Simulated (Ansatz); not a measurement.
# V (P6_3/mmc) in Ansatz: a series of runs

Runs on V. Level: PBEsol. Tasks: single point.

All numbers are computed with Ansatz 0.2.0; they aren't measurements. Logs are shortened: lines on timing, memory, paths and dates and some standing lists are left out, and cuts for length are marked.

## (1) Starting point

Symmetry: P6_3/mmc, No. 194, hexagonal system. Conventional cell: a = 2.604 Å, b = 2.604 Å, c = 4.723 Å, α = 90.00°, β = 90.00°, γ = 120.00°. Around V (site symmetry -6m2) lie 12 V at 2.60 to 2.80 Å.

This isn't the form of V at room conditions, which is bcc.

## (2) Single point, PBEsol, collinear spin, ferromagnetic start

Contents of input.yaml:

```yaml
crystal:
  lattice:
    - [2.6042941027, 0.0, 0.0]
    - [-1.3021470513, 2.2553848518, 0.0]
    - [0.0, 0.0, 4.723336]
  atoms:
    - { symbol: V, position: [0.3333333333, 0.6666666667, 0.25], spin: 3.5 }
    - { symbol: V, position: [0.6666666667, 0.3333333333, 0.75], spin: 3.5 }
hamiltonian:
  xc: pbesol
  pseudopotentials: { kind: paw }
magnetization:
  spin_polarized: true
kpoints:
  mp_grid: { grid: [12, 12, 6] }
scf:
  occupations: { method: fermi_dirac, width: 0.05 }
output:
  forces: true
  stress: true
  eigenvalues: true
  write_density: true
  write_potential: true
  elf: true
  volumetric_format: npy
```

Potentials or basis: Ansatz PAW.

The run is started by

```console
$ ansatz run input.yaml --threads 2 --pin off --max-ram 5632MiB --backend cpu --events-out ev --progress --plain --runs-dir out
```

The program printed:

```text
Warning: where an SCF of this run starts from atoms to list the orders of its open shells, V (sites 0, 1, from 0) starts with 3.00 μB on its 3d shell, in the place of the 3.50 μB that the deck gives it: its open shells can hold no more by Hund's first rule. To start from spheres of the given moment, type scf.initial_density.shell_occupations: []
Warning: RAYON_NUM_THREADS=2 ignored (pool sized by the plan → 2); use --threads N
Engine: ansatz 0.2.0, aarch64-unknown-linux-gnu
Pseudopotentials: kind: paw
Pseudopotential: V, paw, valence charge 13, recommended cutoff 420 eV (normal), V.paw.azcp
Functional definition: PBEsol
  exchange = pbesol_x
  correlation = pbesol_c
Crystal: 2 atoms, lattice volume = 27.743 Å³
Basis set: ecut = 420 eV, 561 PW (Γ), exchange–correlation on 36×36×64 points (8 copies of the dense FFT grid, shifted against one another)
Bands: 21, of which v1, the nominal top of the filled ones, is band 13 counted from 1 (12 counted from 0)
Symmetry: 24 space group operations
Space group: P63/mmc (ITA 194), of the structure as read, at distance tolerance 3.0e-5 Å
Magnetic group: BNS 194.263 (UNI 1493), of the structure as read, at distance tolerance 3.0e-5 Å
k-points: 76 of 864
Non-local potential: V, projectors of the file, l = 0: 3, l = 1: 2, l = 2: 3, l = 3: 1
PAW form: soft (Blöchl's): semilocal exchange-correlation on the pseudo side does not see the compensation charge
PAW frozen core: V, regenerated for the run's functional, and the local potential with it (the file was generated under x = pbe(κ = 0.804, μ = 0.2195149727645171), c = pbe(β = 0.06672455060314922))
PAW one-centre angular grid: V, 590 points (default); XC on 64 Gauss nodes
Initial density: superposition of atomic densities (chi_scale 0.1, normalization cell)
Starting moments: Σ|m| = 7 μB on 2 of 2 sites
Initial wavefunctions: pseudopotential atomic-orbital guess
Functional: x = pbesol(κ = 0.804, μ = 0.12345679012345678), c = pbesol(β = 0.046)
SCF iter   1: F=—  HF=-5772.804898 eV  |F-HF|=—  |Δ(HF+E_count)|=         —  Δρ=2.25e-1 (↑2.25e-1 ↓1.37e-1)  dr2=2.72e0  dr2_m=8.10e0  M=1.395 μB ∫|m|=1.395 μB  β_m=0.30  ethr=3.10e-3  ⟨swp⟩=3.8  Hψ=11480  notcnv=0
Mixer restart at iter 1: flushing history
preconditioner: auto → none  [metal: Δε(μ)=0.008 eV  Ē_g=6.123 eV  σ=0.050 eV  W_gap=0.04  n_scr=4 (ndim 8)  ℏωp=22.3 eV  f_vac=0.000  D(μ)=3.22/eV (n_scr^D=36)  sad-step TF]
SCF iter   2: F=—  HF=-5770.621978 eV  |F-HF|=—  |Δ(HF+E_count)|=    2.18e0  Δρ=1.50e-1 (↑1.50e-1 ↓1.06e-1)  dr2=8.22e-1  dr2_m=4.07e0  M=1.307 μB ∫|m|=1.307 μB  β_m=0.62  ethr=3.10e-3  ⟨swp⟩=3.0  Hψ=6757  notcnv=0  defer=178
SCF iter   3: F=—  HF=-5770.029806 eV  |F-HF|=—  |Δ(HF+E_count)|=   5.92e-1  Δρ=3.97e-2 (↑3.97e-2 ↓2.15e-2)  dr2=1.11e-1  dr2_m=2.28e-1  M=0.528 μB ∫|m|=0.528 μB  β_m=0.62  ethr=3.10e-3  ⟨swp⟩=2.0  Hψ=4423  notcnv=0  defer=178
SCF iter   4: F=—  HF=-5770.029267 eV  |F-HF|=—  |Δ(HF+E_count)|=   5.39e-4  Δρ=9.68e-3 (↑5.86e-3 ↓9.68e-3)  dr2=7.32e-3  dr2_m=1.42e-2  M=0.191 μB ∫|m|=0.191 μB  β_m=0.81  ethr=4.26e-4  ⟨swp⟩=2.8  Hψ=6543  notcnv=0  defer=176
SCF iter   5: F=—  HF=-5770.032930 eV  |F-HF|=—  |Δ(HF+E_count)|=   3.66e-3  Δρ=3.83e-3 (↑1.42e-3 ↓3.83e-3)  dr2=2.17e-3  dr2_m=1.47e-3  M=0.009 μB ∫|m|=0.012 μB  β_m=0.76  ethr=2.82e-5  ⟨swp⟩=2.0  Hψ=6183  notcnv=0  defer=173
SCF iter   6: F=—  HF=-5770.034143 eV  |F-HF|=—  |Δ(HF+E_count)|=   1.21e-3  Δρ=9.59e-4 (↑4.02e-4 ↓9.59e-4)  dr2=2.34e-4  dr2_m=7.29e-5  M=0.010 μB ∫|m|=0.011 μB  β_m=0.88  ethr=8.36e-6  ⟨swp⟩=2.8  Hψ=5871  notcnv=0  defer=173
SCF iter   7: F=—  HF=-5770.034328 eV  |F-HF|=—  |Δ(HF+E_count)|=   1.85e-4  Δρ=1.50e-4 (↑1.50e-4 ↓1.34e-4)  dr2=1.12e-5  dr2_m=1.82e-6  M=0.003 μB ∫|m|=0.003 μB  β_m=0.90  ethr=9.00e-7  ⟨swp⟩=2.9  Hψ=5237  notcnv=0  defer=173
SCF iter   8: F=—  HF=-5770.034332 eV  |F-HF|=—  |Δ(HF+E_count)|=   3.75e-6  Δρ=3.79e-5 (↑3.79e-5 ↓3.37e-5)  dr2=3.01e-8  dr2_m=3.19e-7  M=0.000 μB ∫|m|=0.000 μB  β_m=0.87  ethr=4.32e-8  ⟨swp⟩=2.1  Hψ=4778  notcnv=0  defer=173
SCF iter   9: F=—  HF=-5770.034332 eV  |F-HF|=—  |Δ(HF+E_count)|=   1.07e-8  Δρ=5.08e-6 (↑4.99e-6 ↓5.08e-6)  dr2=9.57e-11  dr2_m=6.39e-9  M=-0.000 μB ∫|m|=0.000 μB  β_m=0.94  ethr=1.16e-10  ⟨swp⟩=2.0  Hψ=5241  notcnv=0  defer=173
SCF iter  10: F=—  HF=-5770.034332 eV  |F-HF|=—  |Δ(HF+E_count)|=   4.45e-9  Δρ=9.32e-7 (↑9.32e-7 ↓8.05e-7)  dr2=2.31e-11  dr2_m=1.86e-10  M=-0.000 μB ∫|m|=0.000 μB  β_m=0.97  ethr=1.00e-12  ⟨swp⟩=2.3  Hψ=5357  notcnv=0  defer=173
SCF iter  11: F=-5770.034332 eV  HF=-5770.034332 eV  |F-HF|=7.28e-12  |Δ(HF+E_count)|=  1.84e-10  Δρ=2.02e-7 (↑1.04e-7 ↓2.02e-7)  dr2=1.81e-11  dr2_m=1.92e-12  M=-0.000 μB ∫|m|=0.000 μB  ethr=1.00e-12  ⟨swp⟩=7.1  Hψ=13619  notcnv=0
SCF 1 converged in 11 iterations: F = -5770.034332 eV  dr2 = 1.81e-11
WARN: the starting moments were not kept: the SCF closed with an absolute magnetisation of 1.6e-6 μB, where they sum to 7 μB in size (2 sites). That is at most 0.1 of that sum. Measured as dr2_m measures the in/out step, that magnetisation stands 3.1e-13 eV from none, at or under the dr2_threshold of 1.0e-7 eV: it is no larger than a step whose dr2_m would equal this threshold. The system may hold no moment; this SCF shows only that its start led to no more than that. To try another start: raise the starting moments (crystal.atoms[].spin, magnetization.per_species, magnetization.initial_magnetization, or on a non-collinear deck that types none of these the spinor_matrix: blocks that start its atoms; where the total moment is fixed, keep their sum and leave initial_magnetization as it is; typed ones take the place of any that the run laid by itself, positive ones on a crystal's lanthanoids without a Hubbard term where scf.initial_density.shell_occupations: [] is typed) or, if the notice of its spin-set hold's release reads "site moments contracting" or "site moments show no strong build", lengthen the hold (scf.mixing.spin_hold: { on: { confirm: 4 } }; for m-r²SCAN on two components see the key's manual first). Each may lead to a state that holds a moment. A second SCF, from the converged charge density, with the starting moments and any scf.initial_density.shell_occupations laid on it anew, would have followed, and was not run: the deck does not ask for one (magnetization.retry_lost_moments is false, the default). To let it run, set magnetization.retry_lost_moments: true and run the deck again, where that key's refused combinations let it; where memory then withholds it, that run's warning says so.
SCF converged after 11 iterations
Magnetization: -0.0000 μB (13.0000 up, 13.0000 down)
Absolute magnetization: 0.0000 μB (∫|ρ↑−ρ↓|, with the PAW one-centre terms)
Spin contamination: 0.0000 ħ² per cell (⟨S²⟩ above its minimum at these occupations)
Per-site moments (μB) at R_I (Å): [(-1.880378158336339e-9, 1.0742713173484604), (-1.880378266122605e-9, 1.0742713173484604)]
Free energy (F): -5770.034332 eV
Harris-Foulkes:  -5770.034332 eV  (|F-HF|=7.28e-12)
Internal energy: -5770.008482 eV  (E = F + TS)
E sigma→0 (E₀):  -5770.021407 eV
Entropy (-TS):   -0.025850 eV (-12.925 meV/atom)
Fermi energy:    16.180707 eV
--- Per-component energies (eV) ---
  E_band       = -302.935600
  E_kinetic    = 671.519267
  E_local      = -1842.683528  (includes V_loc(G=0)·N_el)
  E_nonlocal   = -87.378526
  E_hartree    = 839.559747
  E_xc         = -258.366533
  E_vxc        = -328.932772  (∫ρ·V_xc dr)
  E_paw        = -2172.746337  (= ΣΔE_a)
  E_vpaw       = -394.579811  (= ΣTr[D̂ρ^β])
  E_aug_tail   = 0.000517  (compensation charges beyond the density's cutoff)
  E_ewald      = -2920.212446
  E_core_change = 0.299358  (= ΣΔE_core)
  E_smearing   = -0.025850  (= −TS)
  E_closure    = 0.000000  (closes the sum)
  Σ components = -5770.034332   (vs F -5770.034332, Δ=0.00e0)
--- Forces (eV/Å), atoms counted from 1 ---
  atom   1  V      0.00000000    -0.00000000     0.00000000
  atom   2  V     -0.00000000     0.00000000    -0.00000000
  max |Σ_I F_I| component: 3.70e-17 eV/Å
--- Stress (GPa, compression-positive) ---
       -7.145680       0.000000      -0.000000
        0.000000      -7.145680       0.000000
       -0.000000       0.000000      -7.349781
  P = ⅓ Tr σ = -7.2137 GPa (-72.137 kbar)
--- Band table (eV; the first three rows and the last of 152) ---
  k-point 0 ↑: bands = ["-47.5763", "-47.4675", "-21.7904", "-21.1464", "-21.0049", "-21.0049", "-20.9470", "-20.9470", "9.3131", "12.7338", "15.6063", "15.9394", "16.5155", "16.5155", "16.8304", "16.8304", "18.0135", "18.0135", "19.0670", "19.0670", "23.9887"]
  k-point 1 ↑: bands = ["-47.5691", "-47.4748", "-21.7485", "-21.1909", "-21.0010", "-21.0010", "-20.9509", "-20.9509", "9.5349", "12.5797", "15.5292", "15.6248", "16.5007", "16.5007", "16.7800", "16.7800", "18.1249", "18.1249", "19.0329", "19.0329", "24.7621"]
  k-point 2 ↑: bands = ["-47.5493", "-47.4949", "-21.6332", "-21.3113", "-20.9904", "-20.9904", "-20.9615", "-20.9615", "10.1642", "12.0066", "15.2094", "15.3398", "16.4964", "16.4964", "16.6637", "16.6637", "18.3910", "18.3910", "18.9117", "18.9117", "26.6247"]
  k-point 75 ↓: bands = ["-47.3359", "-47.3359", "-21.6539", "-21.6539", "-21.5767", "-21.5767", "-21.2375", "-21.2375", "14.5674", "14.5674", "14.6040", "14.6040", "15.5968", "15.5968", "17.1360", "17.1360", "19.0960", "19.0960", "24.2446", "24.2446", "25.7066"]
```

Wall time 6.9 s (2 threads of Arm Neoverse N1, shared host); peak memory 0.37 GiB.

What came out:

| Quantity | Value |
| --- | --- |
| Free energy | -5770.0343 eV |
| Pressure | -7.2 GPa |
| Band gap on the k mesh | none (metal or under the smearing width) |
| Net moment | 0.00 μB per cell |
| Absolute moment | 0.00 μB per cell |

Stress tensor (GPa, compression positive):
```
-7.15  0.00  0.00
 0.00 -7.15  0.00
 0.00  0.00 -7.35
```

Levels at points of the mesh, in eV from the Fermi level:
Spin up:
| k point | band 10 | band 11 | band 12 | band 13 | band 14 | band 15 | band 16 | band 17 |
| --- | --- | --- | --- | --- | --- | --- | --- | --- |
| (0.00, 0.00, 0.00) | -3.45 | -0.57 | -0.24 | 0.33 | 0.33 | 0.65 | 0.65 | 1.83 |
| (0.00, 0.00, -0.50) | -5.10 | -1.02 | -1.02 | 0.37 | 0.37 | 0.37 | 0.37 | 2.50 |
| (0.00, -0.50, 0.00) | -2.86 | -2.72 | -0.37 | -0.18 | 0.31 | 0.61 | 2.96 | 3.54 |
| (0.00, -0.50, -0.50) | -3.26 | -1.80 | -1.80 | 1.62 | 1.62 | 1.65 | 1.65 | 3.60 |
Spin down:
```tsv
k point	band 10	band 11	band 12	band 13	band 14	band 15	band 16	band 17
(0.00, 0.00, 0.00)	-3.45	-0.57	-0.24	0.33	0.33	0.65	0.65	1.83
(0.00, 0.00, -0.50)	-5.10	-1.02	-1.02	0.37	0.37	0.37	0.37	2.50
(0.00, -0.50, 0.00)	-2.86	-2.72	-0.37	-0.18	0.31	0.61	2.96	3.54
(0.00, -0.50, -0.50)	-3.26	-1.80	-1.80	1.62	1.62	1.65	1.65	3.60
```

Caveat: the PAW data sets come from PBE, with cores solved anew for the run's functional, which leaves a small shift of forces and pressure; the starting moments weren't kept.

## (3) Single point, PBEsol, non-collinear spin, random start

Contents of input.yaml:

```yaml
crystal:
  lattice:
    - [2.6042941027, 0.0, 0.0]
    - [-1.3021470513, 2.2553848518, 0.0]
    - [0.0, 0.0, 4.723336]
  atoms:
    - { symbol: V, position: [0.3333333333, 0.6666666667, 0.25], spin: 2.03, spin_axis: [0.277, 0.889, 1.804] }
    - { symbol: V, position: [0.6666666667, 0.3333333333, 0.75], spin: 2.33, spin_axis: [-0.033, -1.236, -1.975] }
hamiltonian:
  xc: pbesol
  pseudopotentials: { kind: paw }
magnetization:
  noncollinear: true
  spin_orbit: false
kpoints:
  mp_grid: { grid: [8, 8, 4] }
scf:
  occupations: { method: fermi_dirac, width: 0.05 }
output:
  forces: true
  stress: true
  eigenvalues: true
  write_density: true
  write_potential: true
  elf: true
  volumetric_format: npy
```

Potentials or basis: Ansatz PAW.

The run is started by

```console
$ ansatz run input.yaml --threads 2 --pin off --max-ram 5632MiB --backend cpu --events-out ev --progress --plain --runs-dir out
```

The program printed:

```text
Warning: RAYON_NUM_THREADS=2 ignored (pool sized by the plan → 2); use --threads N
Engine: ansatz 0.2.0, aarch64-unknown-linux-gnu
Pseudopotentials: kind: paw
Pseudopotential: V, paw, valence charge 13, recommended cutoff 420 eV (normal), V.paw.azcp
Functional definition: PBEsol
  exchange = pbesol_x
  correlation = pbesol_c
Crystal: 2 atoms, lattice volume = 27.743 Å³
Basis set: ecut = 420 eV, 561 PW (Γ), exchange–correlation on 36×36×64 points (8 copies of the dense FFT grid, shifted against one another)
Bands: 34, of which v1, the nominal top of the filled ones, is band 26 counted from 1 (25 counted from 0)
Symmetry: 12 space group operations + 12 with time reversal
Moments: of one size on atoms that these operations exchange, one fixing the others by the rotation that the starting moments gave each, and all in one plane where the starting moments lie in one or along one axis (crystal.symmetry.detect: false holds none)
k-points: 30 of 256 (time reversal used)
Non-local potential: V, projectors of the file, l = 0: 3, l = 1: 2, l = 2: 3, l = 3: 1
PAW form: soft (Blöchl's): semilocal exchange-correlation on the pseudo side does not see the compensation charge
PAW frozen core: V, regenerated for the run's functional, and the local potential with it (the file was generated under x = pbe(κ = 0.804, μ = 0.2195149727645171), c = pbe(β = 0.06672455060314922))
PAW one-centre angular grid: V, 590 points (default); XC on 64 Gauss nodes
Initial density: superposition of atomic densities (chi_scale 0.1, normalization cell)
Starting moments: Σ|m| = 4.36 μB on 2 of 2 sites
Initial wavefunctions: pseudopotential atomic-orbital guess
Functional: x = pbesol(κ = 0.804, μ = 0.12345679012345678), c = pbesol(β = 0.046)
SCF iter   1: F=—  HF=-5769.607125 eV  |F-HF|=—  |Δ(HF+E_count)|=         —  Δρ=1.83e-1  dr2=1.48e0  dr2_m=2.84e0  ethr=3.10e-3  |M|=2.66e-1 ∫|m|=2.14e0 μB  |m|>n=0.0e0 m-floor=0.0e0 τ_xc=2.2e-3 mc-row=0.0e0  β_m=0.30  ⟨swp⟩=3.4  Hψ=3190  notcnv=0
preconditioner: auto → none  [metal: Δε(μ)=0.011 eV  Ē_g=3.663 eV  σ=0.050 eV  W_gap=0.06  n_scr=4 (ndim 8)  ℏωp=22.3 eV  f_vac=0.000  D(μ)=3.34/eV (n_scr^D=36)]
SCF iter   2: F=—  HF=-5769.485403 eV  |F-HF|=—  |Δ(HF+E_count)|=   1.22e-1  Δρ=1.30e-1  dr2=9.90e-2  dr2_m=1.44e0  ethr=3.10e-3  |M|=2.09e-1 ∫|m|=2.06e0 μB  |m|>n=0.0e0 m-floor=0.0e0 τ_xc=2.2e-3 mc-row=0.0e0  β_m=0.30  ⟨swp⟩=2.5  Hψ=2085  notcnv=0  defer=6
SCF iter   3: F=—  HF=-5769.649921 eV  |F-HF|=—  |Δ(HF+E_count)|=   1.65e-1  Δρ=1.02e-1  dr2=1.37e-1  dr2_m=8.77e-1  ethr=3.81e-4  |M|=1.77e-1 ∫|m|=1.91e0 μB  |m|>n=0.0e0 m-floor=0.0e0 τ_xc=2.1e-3 mc-row=0.0e0  β_m=0.30  ⟨swp⟩=2.9  Hψ=1609  notcnv=0  defer=6
[... 29 lines left out ...]
  site 0: m = (+0.0000, +0.0000, +0.0000) μB, |m| = 0.0000 μB  (R = 1.07 Å)
  site 1: m = (+0.0000, -0.0000, +0.0000) μB, |m| = 0.0000 μB  (R = 1.07 Å)
Free energy (F): -5770.043906 eV
Harris-Foulkes:  -5770.043906 eV  (|F-HF|=1.66e-10)
Internal energy: -5770.016365 eV  (E = F + TS)
E sigma→0 (E₀):  -5770.030136 eV
Entropy (-TS):   -0.027541 eV (-13.771 meV/atom)
Fermi energy:    16.137001 eV
--- Per-component energies (eV) ---
  E_band       = -303.356598
  E_kinetic    = 671.402804
  E_local      = -1841.986817  (includes V_loc(G=0)·N_el)
  E_nonlocal   = -87.575267
  E_hartree    = 839.043138
  E_xc         = -258.383775
  E_vxc        = -328.954256  (∫ρ·V_xc dr)
  E_paw        = -2172.603878  (= ΣΔE_a)
  E_vpaw       = -394.330626  (= ΣTr[D̂ρ^β])
  E_aug_tail   = 0.000517  (compensation charges beyond the density's cutoff)
  E_ewald      = -2920.212446
  E_core_change = 0.299358  (= ΣΔE_core)
  E_smearing   = -0.027541  (= −TS)
  E_closure    = 0.000000  (closes the sum)
  Σ components = -5770.043906   (vs F -5770.043906, Δ=0.00e0)
--- Forces (eV/Å), atoms counted from 1 ---
  atom   1  V      0.00000000    -0.00000000     0.00000000
  atom   2  V     -0.00000000     0.00000000    -0.00000000
  max |Σ_I F_I| component: 1.85e-17 eV/Å
--- Stress (GPa, compression-positive) ---
       -6.598119       0.000000       0.000000
        0.000000      -6.598119      -0.000000
        0.000000      -0.000000      -7.186233
  P = ⅓ Tr σ = -6.7942 GPa (-67.942 kbar)
--- Band table (eV; the first three rows and the last of 30) ---
  k-point 0: bands = ["-47.5977", "-47.5977", "-47.4890", "-47.4890", "-21.8025", "-21.8025", "-21.1591", "-21.1591", "-21.0291", "-21.0291", "-21.0291", "-21.0291", "-20.9713", "-20.9713", "-20.9713", "-20.9713", "9.3126", "9.3126", "12.7277", "12.7277", "15.5970", "15.5970", "15.9414", "15.9414", "16.4965", "16.4965", "16.4965", "16.4965", "16.8107", "16.8107", "16.8107", "16.8107", "17.9999", "17.9999"]
  k-point 1: bands = ["-47.5819", "-47.5819", "-47.5051", "-47.5051", "-21.7107", "-21.7107", "-21.2560", "-21.2560", "-21.0206", "-21.0206", "-21.0206", "-21.0206", "-20.9798", "-20.9798", "-20.9798", "-20.9798", "9.8032", "9.8032", "12.3492", "12.3493", "15.3788", "15.3788", "15.4339", "15.4339", "16.4746", "16.4746", "16.4746", "16.4746", "16.7066", "16.7066", "16.7066", "16.7066", "18.2322", "18.2322"]
  k-point 2: bands = ["-47.5437", "-47.5437", "-47.5436", "-47.5436", "-21.4859", "-21.4859", "-21.4859", "-21.4859", "-21.0002", "-21.0002", "-21.0002", "-21.0002", "-21.0002", "-21.0002", "-21.0002", "-21.0002", "11.0760", "11.0760", "11.0760", "11.0760", "15.1562", "15.1562", "15.1562", "15.1562", "16.5332", "16.5332", "16.5332", "16.5332", "16.5332", "16.5332", "16.5332", "16.5332", "18.6702", "18.6702"]
  k-point 29: bands = ["-47.3611", "-47.3611", "-47.3611", "-47.3611", "-21.7492", "-21.7492", "-21.7492", "-21.7492", "-21.5046", "-21.5046", "-21.5046", "-21.5046", "-21.2531", "-21.2531", "-21.2531", "-21.2531", "14.0111", "14.0111", "14.0111", "14.0111", "14.9905", "14.9905", "14.9905", "14.9905", "15.6153", "15.6153", "15.6153", "15.6153", "17.3012", "17.3013", "17.3013", "17.3013", "19.1012", "19.1012"]
```

rho_z.tsv:

```text
# z_ang	rho[e/angstrom^3]	m_x[e/angstrom^3]	m_y[e/angstrom^3]	m_z[e/angstrom^3]	m_norm[e/angstrom^3]
# format = ansatz-planar-average/11
# lattice	2.604294103	-0.000000000	0.000000000
# lattice	-1.302147051	2.255384852	0.000000000
# lattice	0.000000000	0.000000000	4.723336000
# sites	2
# site	23	0.000000000	1.503589901	1.180834000
# site	23	1.302147051	0.751794951	3.542502000
0.000000	2.310265e-1	8.267654e-8	-1.623671e-8	9.989305e-8	1.501492e-7
0.147604	2.401907e-1	3.452401e-8	3.050116e-8	9.977778e-8	1.420263e-7
0.295208	2.759999e-1	6.237501e-9	7.045355e-8	1.191736e-7	1.661714e-7
0.442813	3.791239e-1	-5.768666e-9	1.139622e-7	1.687584e-7	2.296004e-7
0.590417	6.199256e-1	1.384956e-8	1.554128e-7	2.630207e-7	3.412463e-7
0.738021	1.044328e0	1.037166e-7	1.719471e-7	4.248407e-7	5.146464e-7
[... 24 lines left out ...]
4.428127	2.759998e-1	2.548197e-7	-1.603538e-7	1.360783e-7	3.810240e-7
4.575732	2.401907e-1	1.537383e-7	-7.679844e-8	1.131652e-7	2.399667e-7
```

It took 25 s on 2 threads of Arm Neoverse N1, shared host; peak memory 0.33 GiB.

Results:

| Property | Result |
| --- | --- |
| Free energy | -5770.0439 eV |
| Pressure | -6.8 GPa |
| Band gap on the k mesh | none (metal or under the smearing width) |
| Net moment | 0.00 μB per cell |
| Absolute moment | 0.00 μB per cell |

Stress tensor (GPa, compression positive):
```
-6.60  0.00  0.00
 0.00 -6.60  0.00
 0.00  0.00 -7.19
```

Moments on the atoms (μB; x, y, z):
```
V   0.00 0.00 0.00
V   0.00 0.00 0.00
```

Caveat: the PAW data sets come from PBE, with cores solved anew for the run's functional, which leaves a small shift of forces and pressure; the starting moments weren't kept.
